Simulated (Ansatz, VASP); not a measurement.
## NaF in VASP and in Ansatz

```
CELL_PARAMETERS angstrom
2.84827 0.00000 0.00000
0.00000 2.84827 0.00000
0.00000 0.00000 2.84827
ATOMIC_POSITIONS crystal
Na 0.00000 0.00000 0.00000
F 0.50000 0.50000 0.50000
```

Alike in both runs: task single point; functional r2SCAN; k mesh 8 × 8 × 8; no spin polarisation.

```csv
,VASP,Ansatz
version,VASP 6.6.1,Ansatz 0.2.0
potentials or method,"VASP PAW PBE potentials, release 64 (Na_pv, F)","plane waves, PAW"
plane-wave cutoff (eV),520,500
occupations,"gaussian, width 0.01 eV",fixed
valence electrons in the cell,14,16
```

```csv
,VASP,Ansatz,Ansatz less VASP
gap on the k mesh at the Fermi level (eV),6.73,6.67,-0.054
pressure (GPa),-3.8,-3.0,+0.76
```

The two sets of potentials don't hold the same shells in valence.

Caveats: the PAW data sets were made with another functional, which shifts forces and pressure a little (VASP). A k mesh can miss the band edges. r2SCAN opens gaps a little over a GGA but as a rule still falls short of measured ones.
